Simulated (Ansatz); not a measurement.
# InSe (R3m) in Ansatz: further runs

One crystal, InSe, is run at these levels: PBEsol; tasks: single point, equation of state.

All numbers are computed with Ansatz 0.2.0; they aren't measurements. Logs are shortened: lines on timing, memory, paths and dates and some standing lists are left out, and cuts for length are marked.

## 1. The structure

It takes space group R3m (No. 160, trigonal). Conventional cell: a = 4.000 Å, b = 4.000 Å, c = 25.320 Å, α = 90.00°, β = 90.00°, γ = 120.00°. Around In (site symmetry 3m) lie 3 Se at 2.63 Å and 1 In at 2.82 Å. Around In (site symmetry 3m) lie 3 Se at 2.64 Å and 1 In at 2.82 Å. Around Se (site symmetry 3m) lie 3 In at 2.63 Å. Se (site symmetry 3m) has 3 In at 2.64 Å as nearest neighbours.

## 2. Single point, PBEsol, 27.48 Å³/atom (volume scaled by 0.94)

The input, input.yaml:

```yaml
crystal:
  lattice:
    - [1.9591722174, 1.1311286071, 8.2677067576]
    - [-1.9591722174, 1.1311286071, 8.2677067576]
    - [0.0, -2.2622572143, 8.2677067576]
  atoms:
    - { symbol: In, position: [0.8886, 0.8886, 0.8886] }
    - { symbol: In, position: [0.0, 0.0, 0.0] }
    - { symbol: Se, position: [0.1719, 0.1719, 0.1719] }
    - { symbol: Se, position: [0.3835, 0.3835, 0.3835] }
kpoints:
  mp_grid: { grid: [8, 8, 8] }
scf:
  occupations: { method: fermi_dirac, width: 0.05 }
hamiltonian:
  xc: pbesol
  pseudopotentials: { kind: all_electron, lapw: { basis_error: 0.002 } }
output:
  forces: true
  stress: true
  eigenvalues: true
```

Potentials or basis: all-electron LAPW, scalar-relativistic.

Started as:

```sh
$ ansatz run input.yaml --threads 2 --pin off --max-ram 6144MiB --backend cpu --events-out ev --progress --plain --runs-dir out
```

Log:

```text
Warning: RAYON_NUM_THREADS=2 ignored (pool sized by the plan → 2); use --threads N
LAPW: plane waves up to 8.343 Å⁻¹, error target 2.0e-3 eV per atom; small_component_spin mean_spin; Se in spheres of 1.238 Å, 24 of its electrons in bands, Dirac shells []; In in spheres of 1.342 Å, 21 of its electrons in bands, Dirac shells [] (how accurate: hamiltonian.pseudopotentials.lapw.basis_error, Limitations)
Engine: ansatz 0.2.0, x86_64-unknown-linux-gnu
Pseudopotentials: kind: all_electron
Pseudopotential: In, LAPW, valence charge 21, lapw/all_electron/scalar/gaussian/In, Koelling and Harmon's equation, gaussian nucleus
Pseudopotential: Se, LAPW, valence charge 24, lapw/all_electron/scalar/gaussian/Se, Koelling and Harmon's equation, gaussian nucleus
Functional definition: PBEsol
  exchange = pbesol_x
  correlation = pbesol_c
Crystal: 4 atoms, lattice volume = 109.931 Å³
Basis set: ecut = 265.1822372953552 eV, 1095 PW (Γ), FFT grids on a1−a3, a2−a3, a3, exchange–correlation at level 2
Bands: 54, of which v1, the nominal top of the filled ones, is band 45 counted from 1 (44 counted from 0)
Symmetry: 6 space group operations
Space group: R3m (ITA 160), of the structure as read, at distance tolerance 4.8e-5 Å
k-points: 65 of 512 (time reversal used)
Non-local potential: In, projectors of the file, none
Non-local potential: Se, projectors of the file, none
Initial density: superposition of atomic densities (chi_scale 0.1, normalization cell, long waves 29 % of neutral atoms (reshape's long-wave potential 1.29 eV rms, cloud 2.62 Å wide))
Initial wavefunctions: plane waves of lowest kinetic energy (no species holds an atomic orbital)
Functional: x = pbesol(κ = 0.804, μ = 0.12345679012345678), c = pbesol(β = 0.046)
iter 1 solved again at ethr=1.48e-3 eV; its pass at ethr=1.00e-1 eV (dr2=1.33e0 eV) is discarded
SCF iter   1: F=—  HF=-452111.012133 eV  |F-HF|=—  |Δ(HF+E_count)|=         —  Δρ=2.55e-2  dr2=1.33e0  ethr=1.48e-3  ⟨swp⟩=2.0  Hψ=22261  notcnv=0
preconditioner: auto → Resta (q_TF=auto, 2.639 Å⁻¹)  ε∞=3.1  [insulator: Δε(μ)=0.729 eV  Ē_g=15.065 eV  σ=0.050 eV  W_gap=1.00  n_scr=36 (ndim 8)  ℏωp=21.8 eV  f_vac=0.127  D(μ)=0.00/eV (n_scr^D=0)  ε∞_Penn≈3.1]
SCF iter   2: F=—  HF=-452110.630673 eV  |F-HF|=—  |Δ(HF+E_count)|=   3.81e-1  Δρ=1.20e-2  dr2=2.35e-1  ethr=1.48e-3  ⟨swp⟩=2.9  Hψ=10860  notcnv=0
SCF iter   3: F=—  HF=-452110.587516 eV  |F-HF|=—  |Δ(HF+E_count)|=   4.32e-2  Δρ=6.32e-3  dr2=6.63e-2  ethr=2.61e-4  ⟨swp⟩=2.0  Hψ=10666  notcnv=0
iter 4 solved again at ethr=3.53e-6 eV; its pass at ethr=7.37e-5 eV (dr2=3.17e-3 eV) is discarded
SCF iter   4: F=—  HF=-452110.579191 eV  |F-HF|=—  |Δ(HF+E_count)|=         —  Δρ=1.22e-3  dr2=3.17e-3  ethr=3.53e-6  ⟨swp⟩=2.0  Hψ=17358  notcnv=0
the basis was enlarged: its passes take 275.8 KiB over the memory plan, 2 of 2 planned eigensolver slots
SCF iter   5: F=—  HF=-452110.578955 eV  |F-HF|=—  |Δ(HF+E_count)|=   2.36e-4  Δρ=3.70e-4  dr2=2.47e-4  ethr=3.52e-6  ⟨swp⟩=2.0  Hψ=10142  notcnv=0
SCF iter   6: F=—  HF=-452110.579049 eV  |F-HF|=—  |Δ(HF+E_count)|=   9.46e-5  Δρ=1.63e-4  dr2=3.88e-5  ethr=2.75e-7  ⟨swp⟩=3.0  Hψ=10376  notcnv=0
SCF iter   7: F=—  HF=-452110.579095 eV  |F-HF|=—  |Δ(HF+E_count)|=   4.54e-5  Δρ=6.35e-5  dr2=7.77e-6  ethr=4.31e-8  ⟨swp⟩=3.0  Hψ=10524  notcnv=0
SCF iter   8: F=—  HF=-452110.579102 eV  |F-HF|=—  |Δ(HF+E_count)|=   7.14e-6  Δρ=1.79e-5  dr2=6.42e-7  ethr=8.63e-9  ⟨swp⟩=3.0  Hψ=10635  notcnv=0
SCF iter   9: F=—  HF=-452110.579103 eV  |F-HF|=—  |Δ(HF+E_count)|=   1.16e-6  Δρ=6.62e-6  dr2=7.76e-8  ethr=7.13e-10  ⟨swp⟩=3.0  Hψ=10661  notcnv=0
SCF iter  10: F=-452110.579103 eV  HF=-452110.579103 eV  |F-HF|=2.43e-8  |Δ(HF+E_count)|=   3.50e-8  Δρ=3.39e-6  dr2=1.79e-8  ethr=8.62e-11  ⟨swp⟩=3.0  Hψ=10542  notcnv=0
SCF 1 converged in 10 iterations: F = -452110.579103 eV  dr2 = 1.79e-8
SCF converged after 10 iterations
Free energy (F): -452110.579103 eV
Harris-Foulkes:  -452110.579103 eV  (|F-HF|=2.43e-8)
Internal energy: -452110.579085 eV  (E = F + TS)
E sigma→0 (E₀):  -452110.579094 eV
Entropy (-TS):   -0.000019 eV (-0.005 meV/atom)
Fermi energy:    10.093596 eV
--- Per-component energies (eV) ---
  E_band       = -4403.168592
  E_kinetic    = 471085.314502
  E_xc         = -13261.220976
  E_electrostatic = -909934.672611  (all electrons and nuclei)
  E_smearing   = -0.000019  (= −TS)
  E_closure    = 0.000000  (closes the sum)
  E_atoms      = -452095.124779  (free atoms, spherical and without spin; not in F)
  Σ components = -452110.579103   (vs F -452110.579103, Δ=0.00e0)
  Basis errors (estimates in eV, not in F): energy 8.9e-4 per atom: plane waves 8.1e-4 (4.8e-4 summed), levels above the bands 2.1e-71, relativity 2.1e-8, radial functions 7.3e-5, core shells 4.6e-7; eigenvalues (radial functions only) 1.4e-6; not estimated: angular momenta, meshes, grids; target (lapw.basis_error) 2.0e-3; muffin-tin radii Se 1.238 Å, In 1.342 Å
--- Forces (eV/Å), atoms counted from 1 ---
  atom   1  In     0.00000000    -0.00000000     0.57099679
  atom   2  In     0.00000000     0.00000000    -0.55478719
  atom   3  Se     0.00000000     0.00000000    -0.59923044
  atom   4  Se     0.00000000    -0.00000000     0.58302435
  max |Σ_I F_I| component: 3.51e-6 eV/Å
--- Stress (GPa, compression-positive) ---
        4.322662       0.000000       0.000000
        0.000000       4.322662       0.000000
        0.000000       0.000000       2.878812
  P = ⅓ Tr σ = 3.8414 GPa (38.414 kbar)
--- Band table (eV; the first three rows and the last of 65) ---
  k-point 0: bands = ["-197.6940", "-197.6882", "-137.3702", "-137.3702", "-137.3637", "-137.3637", "-137.3357", "-137.3314", "-105.4716", "-105.4673", "-64.0112", "-64.0112", "-64.0068", "-64.0068", "-63.9884", "-63.9609", "-37.8161", "-37.8161", "-37.8092", "-37.8092", "-37.7875", "-37.7875", "-37.7822", "-37.7822", "-37.7764", "-37.7716", "-5.0823", "-4.8719", "-4.8719", "-4.7828", "-4.7828", "-4.7519", "-4.7519", "-4.6280", "-4.5604", "-4.5604", "-4.1339", "-3.6229", "3.1787", "6.3164", "8.1300", "8.4459", "8.4459", "8.5475", "8.5475", "11.6177", "11.9554", "14.2593", "14.2593", "15.0436", "15.3479", "15.3479", "17.4733", "18.3991"]
  k-point 1: bands = ["-197.6940", "-197.6882", "-137.3702", "-137.3702", "-137.3637", "-137.3637", "-137.3357", "-137.3314", "-105.4716", "-105.4673", "-64.0113", "-64.0112", "-64.0069", "-64.0068", "-63.9884", "-63.9609", "-37.8161", "-37.8161", "-37.8092", "-37.8092", "-37.7875", "-37.7875", "-37.7822", "-37.7822", "-37.7763", "-37.7716", "-5.0985", "-4.9496", "-4.8956", "-4.8676", "-4.7690", "-4.7576", "-4.7431", "-4.6159", "-4.5619", "-4.5120", "-3.9092", "-3.4530", "3.3109", "6.0143", "7.3541", "7.9981", "8.2238", "8.3628", "8.5791", "12.0309", "12.6629", "13.5506", "14.4376", "14.6205", "15.3761", "15.7433", "16.9044", "18.3717"]
  k-point 2: bands = ["-197.6940", "-197.6882", "-137.3702", "-137.3702", "-137.3637", "-137.3637", "-137.3357", "-137.3314", "-105.4716", "-105.4673", "-64.0114", "-64.0113", "-64.0070", "-64.0069", "-63.9884", "-63.9609", "-37.8161", "-37.8159", "-37.8092", "-37.8090", "-37.7875", "-37.7875", "-37.7823", "-37.7822", "-37.7763", "-37.7715", "-5.1887", "-5.0541", "-4.9956", "-4.8624", "-4.7714", "-4.7359", "-4.7160", "-4.6250", "-4.5648", "-4.4439", "-3.4137", "-3.0394", "3.5597", "5.1329", "6.0295", "7.6209", "7.7878", "7.9385", "8.7123", "11.7815", "12.1533", "13.7836", "14.1532", "14.6907", "16.2537", "16.3710", "16.6216", "17.7315"]
  k-point 64: bands = ["-197.6940", "-197.6882", "-137.3702", "-137.3702", "-137.3637", "-137.3637", "-137.3357", "-137.3314", "-105.4716", "-105.4673", "-64.0112", "-64.0112", "-64.0068", "-64.0068", "-63.9884", "-63.9609", "-37.8161", "-37.8161", "-37.8092", "-37.8092", "-37.7875", "-37.7875", "-37.7822", "-37.7822", "-37.7764", "-37.7716", "-5.0802", "-4.8722", "-4.8722", "-4.7826", "-4.7826", "-4.7520", "-4.7520", "-4.6599", "-4.5603", "-4.5603", "-3.8997", "-3.8499", "3.6123", "5.2154", "8.3682", "8.3682", "8.6329", "8.6329", "9.8245", "10.3405", "11.9680", "14.1630", "14.1630", "15.4927", "15.4927", "15.5246", "17.9119", "18.6775"]
```

Run time: 71 s. Hardware: 2 threads of Intel Xeon Platinum 8375C at 2.90GHz (Ice Lake), shared host; peak memory 0.74 GiB.

Results:

```
Free energy            : -452110.5791 eV
Pressure               : 3.8 GPa
Largest force          : 0.599 eV/Å
Band gap on the k mesh : 0.52 eV, direct
```

Caveat: spin-orbit coupling is left out, which moves the levels of the heavy elements.

## 3. Single point, PBEsol, 28.07 Å³/atom (volume scaled by 0.96)

input.yaml, as its differences from that of step 2:

```diff
@@ -2,5 +2,5 @@
   lattice:
-    - [1.9591722174, 1.1311286071, 8.2677067576]
-    - [-1.9591722174, 1.1311286071, 8.2677067576]
-    - [0.0, -2.2622572143, 8.2677067576]
+    - [1.9729696595, 1.139094564, 8.3259319629]
+    - [-1.9729696595, 1.139094564, 8.3259319629]
+    - [0.0, -2.278189128, 8.3259319629]
   atoms:
```

Potentials or basis: all-electron LAPW, scalar-relativistic.

Started as:

```sh
$ ansatz run input.yaml --threads 2 --pin off --max-ram 6144MiB --backend cpu --events-out ev --progress --plain --runs-dir out
```

Wall time 74 s (2 threads of Intel Xeon Platinum 8375C at 2.90GHz (Ice Lake), shared host); peak memory 0.74 GiB.

It converged, with:

| Property | Result |
| --- | --- |
| Free energy | -452110.6249 eV |
| Pressure | 2.5 GPa |
| Largest force | 0.475 eV/Å |
| Band gap on the k mesh | 0.46 eV, direct |

Caveat: spin-orbit coupling is left out, which moves the levels of the heavy elements.

## 4. Single point, PBEsol, 28.65 Å³/atom (volume scaled by 0.98)

input.yaml, as its differences from that of step 3:

```diff
@@ -2,5 +2,5 @@
   lattice:
-    - [1.9729696595, 1.139094564, 8.3259319629]
-    - [-1.9729696595, 1.139094564, 8.3259319629]
-    - [0.0, -2.278189128, 8.3259319629]
+    - [1.9865767768, 1.1469506368, 8.3833539979]
+    - [-1.9865767768, 1.1469506368, 8.3833539979]
+    - [0.0, -2.2939012737, 8.3833539979]
   atoms:
```

Started as:

```sh
$ ansatz run input.yaml --threads 2 --pin off --max-ram 6144MiB --backend cpu --events-out ev --progress --plain --runs-dir out
```

Run time: 64 s. Hardware: 2 threads of Intel Xeon Platinum 8375C at 2.90GHz (Ice Lake), shared host; peak memory 0.74 GiB.

The run converged. Its results:

| Property | Result |
| --- | --- |
| Free energy | -452110.6520 eV |
| Pressure | 1.3 GPa |
| Largest force | 0.385 eV/Å |
| Band gap on the k mesh | 0.40 eV, direct |

Caveat: spin-orbit coupling is left out, which moves the levels of the heavy elements.

## 5. Single point, PBEsol, 29.24 Å³/atom

input.yaml, as its differences from that of step 4:

```diff
@@ -2,5 +2,5 @@
   lattice:
-    - [1.9865767768, 1.1469506368, 8.3833539979]
-    - [-1.9865767768, 1.1469506368, 8.3833539979]
-    - [0.0, -2.2939012737, 8.3833539979]
+    - [2.0, 1.1547005384, 8.44]
+    - [-2.0, 1.1547005384, 8.44]
+    - [0.0, -2.3094010768, 8.44]
   atoms:
```

Started as:

```sh
$ ansatz run input.yaml --threads 2 --pin off --max-ram 6144MiB --backend cpu --events-out ev --progress --plain --runs-dir out
```

Run time: 62 s. Hardware: 2 threads of Intel Xeon Platinum 8375C at 2.90GHz (Ice Lake), shared host; peak memory 0.74 GiB.

It converged, with:

- Free energy: -452110.6623 eV
- Pressure: 0.2 GPa
- Largest force: 0.300 eV/Å
- Band gap on the k mesh: 0.35 eV, direct

Caveat: spin-orbit coupling is left out, which moves the levels of the heavy elements.

## 6. Single point, PBEsol, 29.82 Å³/atom (volume scaled by 1.02)

input.yaml, as its differences from that of step 5:

```diff
@@ -2,5 +2,5 @@
   lattice:
-    - [2.0, 1.1547005384, 8.44]
-    - [-2.0, 1.1547005384, 8.44]
-    - [0.0, -2.3094010768, 8.44]
+    - [2.0132454191, 1.1623477847, 8.4958956687]
+    - [-2.0132454191, 1.1623477847, 8.4958956687]
+    - [0.0, -2.3246955694, 8.4958956687]
   atoms:
```

Potentials or basis: all-electron LAPW, scalar-relativistic.

Started as:

```sh
$ ansatz run input.yaml --threads 2 --pin off --max-ram 6144MiB --backend cpu --events-out ev --progress --plain --runs-dir out
```

It took 65 s on 2 threads of Intel Xeon Platinum 8375C at 2.90GHz (Ice Lake), shared host; peak memory 0.74 GiB.

The run converged. Its results:

```
Free energy            : -452110.6577 eV
Pressure               : -0.8 GPa
Largest force          : 0.221 eV/Å
Band gap on the k mesh : 0.30 eV, direct
```

Caveat: spin-orbit coupling is left out, which moves the levels of the heavy elements.

## 7. Single point, PBEsol, 30.41 Å³/atom (volume scaled by 1.04)

input.yaml, as its differences from that of step 6:

```diff
@@ -2,5 +2,5 @@
   lattice:
-    - [2.0132454191, 1.1623477847, 8.4958956687]
-    - [-2.0132454191, 1.1623477847, 8.4958956687]
-    - [0.0, -2.3246955694, 8.4958956687]
+    - [2.0263188076, 1.1698957091, 8.5510653682]
+    - [-2.0263188076, 1.1698957091, 8.5510653682]
+    - [0.0, -2.3397914182, 8.5510653682]
   atoms:
```

Started as:

```sh
$ ansatz run input.yaml --threads 2 --pin off --max-ram 6144MiB --backend cpu --events-out ev --progress --plain --runs-dir out
```

Run time: 74 s. Hardware: 2 threads of Intel Xeon Platinum 8375C at 2.90GHz (Ice Lake), shared host; peak memory 0.73 GiB.

The run converged. Its results:

```
Free energy            : -452110.6397 eV
Pressure               : -1.6 GPa
Largest force          : 0.212 eV/Å
Band gap on the k mesh : 0.25 eV, direct
```

Caveat: spin-orbit coupling is left out, which moves the levels of the heavy elements.

## 8. Single point, PBEsol, 30.99 Å³/atom (volume scaled by 1.06)

input.yaml, as its differences from that of step 7:

```diff
@@ -2,5 +2,5 @@
   lattice:
-    - [2.0263188076, 1.1698957091, 8.5510653682]
-    - [-2.0263188076, 1.1698957091, 8.5510653682]
-    - [0.0, -2.3397914182, 8.5510653682]
+    - [2.0392256448, 1.177347475, 8.6055322212]
+    - [-2.0392256448, 1.177347475, 8.6055322212]
+    - [0.0, -2.35469495, 8.6055322212]
   atoms:
```

Started as:

```sh
$ ansatz run input.yaml --threads 2 --pin off --max-ram 6144MiB --backend cpu --events-out ev --progress --plain --runs-dir out
```

Wall time 63 s (2 threads of Intel Xeon Platinum 8375C at 2.90GHz (Ice Lake), shared host); peak memory 0.73 GiB.

Results (log left out):

| Quantity | Value |
| --- | --- |
| Free energy | -452110.6099 eV |
| Pressure | -2.4 GPa |
| Largest force | 0.337 eV/Å |
| Band gap on the k mesh | 0.21 eV, direct |

Caveat: spin-orbit coupling is left out, which moves the levels of the heavy elements.

## 9. Equation of state, PBEsol

Potentials or basis: all-electron LAPW, scalar-relativistic.

No new run: the results of the series are fitted here.

Results:

```yaml
Equilibrium_volume: 29.34 Å³/atom
Bulk_modulus_at_fixed_shape_and_positions: 50 GPa
Pressure_derivative_of_the_bulk_modulus: 4.7
```

Energy against volume, from the lowest point:
```
volume (Å³/atom)  energy (meV/atom)
          27.483              20.80
          28.068               9.35
          28.652               2.58
          29.237               0.00
          29.822               1.16
          30.406               5.65
          30.991              13.11
```

Caveat: the cell was scaled at fixed shape and fractional positions, which overstates the stiffness of a crystal with free parameters, most of all of layers and chains.
